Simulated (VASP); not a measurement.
# MoS2 in VASP: relaxation of cell and atoms with r2SCAN+rVV10

Aim: the relaxation of cell and atoms of MoS2 with r2SCAN+rVV10.

Everything below comes from runs of VASP 6.6.1. Logs are shortened: lines on timing, memory, paths and dates and some standing lists are left out, and cuts for length are marked.

## (1) Starting point

The cell holds a sheet with vacuum, 3 atoms: a = 3.170 Å, b = 3.170 Å, c = 19.120 Å, α = 90.00°, β = 90.00°, γ = 120.00°.

The cell was built by a generator and needn't be a form met in nature.

## (2) Relaxation of cell and atoms, r2SCAN+rVV10

Input file INCAR:

```
SYSTEM = MoS2
ALGO     = Normal         ! electronic algorithm
BPARAM   = 11.95        
CPARAM   = 0.0093       
EDIFF    = 1E-6           ! SCF threshold, eV
EDIFFG   = -0.005         ! ionic threshold
ENCUT    = 600            ! plane-wave cutoff, eV
IBRION   = 2              ! ionic algorithm
ISIF     = 3              ! what is computed and relaxed
ISMEAR   = 0              ! smearing method
IVDW_NL  = 2            
KPAR     = 4            
LASPH    = .True.         ! aspherical terms in the spheres
LATTICE_CONSTRAINTS= .TRUE. .TRUE. .FALSE.
LCHARG   = .False.        ! write CHGCAR
LMIXTAU  = .True.       
LREAL    = .False.        ! projectors in reciprocal space
LUSE_VDW = .True.       
LWAVE    = .False.        ! write WAVECAR
METAGGA  = R2SCAN         ! meta-GGA
NELM     = 120            ! most SCF steps
NSW      = 60             ! ionic steps
PREC     = Accurate       ! precision mode
SIGMA    = 0.03           ! smearing width, eV
```

Input file KPOINTS:

```
k-points
0
Gamma
  12 12 1
  0 0 0
```

Input file POSCAR:

```
MoS2
1.0
    3.1700000000      0.0000000000      0.0000000000
   -1.5850000000      2.7453005300      0.0000000000
    0.0000000000      0.0000000000     19.1200000000
S Mo
2 1
Direct
    0.6666670000      0.3333330000      0.4184100400
    0.6666670000      0.3333330000      0.5815899600
    0.3333330000      0.6666670000      0.5000000000
```

Potentials or basis: VASP PAW PBE potentials, release 64 (S, Mo_sv).

Run with:

```sh
$ cat potpaw_PBE.64/S/POTCAR potpaw_PBE.64/Mo_sv/POTCAR > POTCAR
$ mpirun -np 4 vasp_std > vasp.out
```

OUTCAR:

```text
SYSTEM = MoS2
   BPARAM = 11.95
   EDIFF = 1E-6
   EDIFFG = -0.005
   ENCUT = 600
   IBRION = 2
   ISIF = 3
   ISMEAR = 0
   IVDW_NL = 2
   LASPH = .True.
   LREAL = .False.
   METAGGA = R2SCAN
   NELM = 120
   NSW = 60
   PREC = Accurate

 ion  position               nearest neighbor table
   1  0.667  0.333  0.418-   3 2.40   3 2.40   3 2.40
   2  0.667  0.333  0.582-   3 2.40   3 2.40   3 2.40
   3  0.333  0.667  0.500-   1 2.40   2 2.40   1 2.40   2 2.40   1 2.40   2 2.40

  LATTYP: Found a hexagonal cell.
 ALAT       =     3.1700000000
 C/A-ratio  =     6.0315457413

  Lattice vectors:

 A1 = (   3.1700000000,   0.0000000000,   0.0000000000)
 A2 = (  -1.5850000000,   2.7453005300,   0.0000000000)
 A3 = (   0.0000000000,   0.0000000000,  19.1200000000)

Analysis of symmetry for initial positions (statically):
=====================================================================
 Subroutine PRICEL returns:
 Original cell was already a primitive cell.

 Routine SETGRP: Setting up the symmetry group for a
 hexagonal supercell.

 Subroutine GETGRP returns: Found 12 space group operations
 (whereof 12 operations were pure point group operations)
 out of a pool of 24 trial point group operations.

The static configuration has the point symmetry D_3h.

Analysis of symmetry for dynamics (positions and initial velocities):
=====================================================================
 Subroutine PRICEL returns:
 Original cell was already a primitive cell.

 Routine SETGRP: Setting up the symmetry group for a
 hexagonal supercell.

 Subroutine GETGRP returns: Found 12 space group operations
 (whereof 12 operations were pure point group operations)
 out of a pool of 24 trial point group operations.

The dynamic configuration has the point symmetry D_3h.

 Subroutine INISYM returns: Found 12 space group operations
 (whereof 12 operations are pure point group operations),
 and found     1 'primitive' translations

----------------------------------------------------------------------------------------

                                     Primitive cell

  volume of cell :     166.3938

[... 71 lines left out ...]
   ions per type =               2   1
   NGX,Y,Z   is equivalent  to a cutoff of  14.68, 14.68, 13.91 a.u.
   NGXF,Y,Z  is equivalent  to a cutoff of  29.37, 29.37, 27.82 a.u.
 SYSTEM =  MoS2
   PREC   = accura    normal or accurate (medium, high low for compatibility)
   ISTART =      0    job   : 0-new  1-cont  2-samecut
   ICHARG =      2    charge: 1-file 2-atom 10-const
   ISPIN  =      1    spin polarized calculation?
   LNONCOLLINEAR =      F non collinear calculations
   LSORBIT =      F    spin-orbit coupling
   LASPH  =      T    aspherical Exc in radial PAW
   ENCUT  =  600.0 eV  44.10 Ry    6.64 a.u.   6.33  6.33 38.19*2*pi/ulx,y,z
   NELM   =    120;   NELMIN=  2; NELMDL= -5     # of ELM steps
   EDIFF  = 0.1E-05   stopping-criterion for ELM
   LREAL  =      F    real-space projection
   EDIFFG = -.5E-02   stopping-criterion for IOM
   NSW    =     60    number of steps for IOM
   IBRION =      2    ionic relax: 0-MD 1-quasi-New 2-CG
   NFREE  =      1    steps in history (QN), initial steepest desc. (CG)
   ISIF   =      3    stress and relaxation
   ISYM   =      2    0-nonsym 1-usesym 2-fastsym
   POTIM  = 0.5000    time-step for ionic-motion
   TEBEG  =    0.0;   TEEND  =   0.0 temperature during run
   PSTRESS=    0.0 pullay stress
   NELECT =      26.0000    total number of electrons
   NUPDOWN=      -1.0000    fix difference up-down
   EMIN   =  10.00;   EMAX   =-10.00  energy-range for DOS
   EFERMI =   0.00;   METHOD = LEGACY
   ISMEAR =     0;   SIGMA  =   0.03  broadening in eV -4-tet -1-fermi 0-gaus
   EFERMI_NEDOS =   21; number of points for ismear=-14 and -15
   IALGO  =     38    algorithm
   IMIX   =      4    mixing-type and parameters
     AMIX     =   0.40;   BMIX     =  1.00
     AMIX_MAG =   1.60;   BMIX_MAG =  1.00
  volume/ion in A,a.u.               =      55.46       374.29
  Fermi-wavevector in a.u.,A,eV,Ry     =   0.881767  1.666297 10.578695  0.777512
  Thomas-Fermi vector in A             =   2.002307
   LORBIT       =      0    0 simple, 1 ext, 2 COOP (PROOUT), +10 PAW based schemes
   METAGGA = R2SCAN    functional components
   LHFCALC =     F    Hartree Fock is set to
   AEXX    =    0.0000 exact exchange contribution
   IVDW_NL    =     2    kernel type
   BPARAM     =11.9500
   IVDW    =     0    specifies the selected vdW correction
   LEPSILON=     F    determine dielectric tensor
   LRPA    =     F    only Hartree local field effects (RPA)
 conjugate gradient relaxation of ions
 non-spin polarized calculation
 Gauss-broadening in eV      SIGMA  =   0.03
  energy-cutoff  :      600.00
  volume of cell :      166.39
 maximum number of plane-waves:      5587
 NGX is ok and might be reduce to    28
   NGX = 13   NGY = 13   NGZ = 77

--------------------------------------- Ionic step        1  -------------------------------------------

 number of electron      25.9999999 magnetization

 Free energy of the ion-electron system (eV)
  ---------------------------------------------------
  ext. energy  EPLUGINS =         0.00000000
  ---------------------------------------------------
  free energy    TOTEN  =       -44.35088168 eV

  energy without entropy =      -44.35088168  energy(sigma->0) =      -44.35088168

------------------------ aborting loop because EDIFF is reached ----------------------------------------

  FORCE on cell =-STRESS in cart. coord.  units (eV):
  Direction    XX          YY          ZZ          XY          YZ          ZX
  --------------------------------------------------------------------------------------
  -------------------------------------------------------------------------------------
  Total        0.0711503      0.0711503     -0.1975377      0.0000000      0.0000000      0.0000000
  in kB        0.6850947      0.6850947     -1.9020567      0.0000000      0.0000000      0.0000000
  external PRESSURE =      -0.1772891 kB  Pullay stress =       0.0000000 kB
[... 135 lines left out ...]
--------------------------------------- Ionic step        5  -------------------------------------------

 number of electron      25.9999999 magnetization

 Free energy of the ion-electron system (eV)
  ---------------------------------------------------
  ext. energy  EPLUGINS =         0.00000000
  ---------------------------------------------------
  free energy    TOTEN  =       -44.35122162 eV

  energy without entropy =      -44.35122162  energy(sigma->0) =      -44.35122162

 E-fermi :  -1.7910     XC(G=0):  -4.0794

 val. band max:       -2.0113008447   @ k =   0.0000   0.0000   0.0000
 cond. band min:      -0.2407913732   @ k =   0.3333   0.3333   0.0000
 fundamental gap:      1.7705094714
 Fermi energy:        -1.7910169709

 k-point     1 :       0.0000    0.0000    0.0000
  band No.  band energies     occupation
      1     -64.8178      2.00000
      2     -38.2385      2.00000
      3     -38.0167      2.00000
      4     -38.0167      2.00000
      5     -16.8368      2.00000
      6     -15.4368      2.00000
[... 399 lines left out ...]
  FREE ENERGIE OF THE ION-ELECTRON SYSTEM (eV)
  ---------------------------------------------------
  free  energy   TOTEN  =       -44.3512216222 eV

  energy  without entropy=      -44.3512216222  energy(sigma->0) =      -44.35122162

 reached required accuracy - stopping structural energy minimisation
```

OSZICAR:

```text
N       E                     dE             d eps       ncg     rms          rms(c)
DAV:   1     0.166233304207E+03    0.16623E+03   -0.14506E+04   822   0.138E+03
DAV:   2    -0.416235894356E+02   -0.20786E+03   -0.20561E+03   878   0.293E+02
DAV:   3    -0.538669374669E+02   -0.12243E+02   -0.12200E+02   869   0.696E+01
[... 130 lines left out ...]
DAV:   9    -0.443511817796E+02   -0.29223E-04   -0.28964E-06   703   0.130E-02    0.254E-04
DAV:  10    -0.443511884876E+02   -0.67081E-05   -0.24168E-07   546   0.437E-03    0.256E-04
DAV:  11    -0.443511908990E+02   -0.24114E-05   -0.13847E-07   422   0.353E-03    0.372E-04
DAV:  12    -0.443512217680E+02   -0.30869E-04   -0.12169E-05   646   0.309E-02    0.316E-04
DAV:  13    -0.443512216222E+02    0.14584E-06   -0.98799E-08   706   0.215E-03
   5 F= -.44351222E+02 E0= -.44351222E+02  d E =-.131363E-03
```

CONTCAR:

```text
MoS2
   1.00000000000000
     3.1741768135865072   -0.0000000000000000    0.0000000000000000
    -1.5870884067932536    2.7489177566728005    0.0000000000000000
     0.0000000000000000    0.0000000000000000   19.1200000000000010
  S               Mo
     2     1
Direct
     0.6666669999999968    0.3333330000000032    0.4186347414932827
     0.6666669999999968    0.3333330000000032    0.5813652585067173
     0.3333330000000032    0.6666669999999968    0.5000000000000000

  0.00000000E+00  0.00000000E+00  0.00000000E+00
  0.00000000E+00  0.00000000E+00  0.00000000E+00
  0.00000000E+00  0.00000000E+00  0.00000000E+00
```

It took 38 min on 4 MPI ranks of Intel Xeon Platinum 8488C (Sapphire Rapids), shared host; peak memory 0.84 GiB.

Results:

* Free energy: -44.3512 eV
* Relaxed volume: 55.61 Å³/atom
* Relaxed cell: a = 3.174 Å, b = 3.174 Å, c = 19.120 Å, α = 90.00°, β = 90.00°, γ = 120.00°
* Space group after relaxing (to 0.05 Å): P-6m2 (No. 187)
* Energy gained by relaxing: 0.1 meV/atom
* Ionic steps: 5
* Band gap on the k mesh: 1.77 eV, indirect (least direct gap 1.81 eV)

Step by step:
| step | energy change (eV) | largest force (eV/Å) | pressure (GPa) | volume (Å³) |
| --- | --- | --- | --- | --- |
| 1 | 0.0000 | 0.0576 | -0.02 | 166.39 |
| 2 | -0.0003 | 0.0257 | -0.04 | 166.77 |
| 3 | -0.0002 | 0.0152 | -0.05 | 166.90 |
| 4 | -0.0003 | 0.0215 | 0.05 | 166.74 |
| 5 | -0.0003 | 0.0008 | -0.01 | 166.83 |

Final structure:
```
S Mo
1.0
     3.17418    0.00000    0.00000
    -1.58709    2.74892    0.00000
     0.00000    0.00000   19.12000
S Mo
2 1
Direct
  0.66667 0.33333 0.41863
  0.66667 0.33333 0.58137
  0.33333 0.66667 0.50000
```

Caveat: the PAW data sets were made with another functional, which shifts forces and pressure a little. r2SCAN opens gaps a little over a GGA but as a rule still falls short of measured ones.
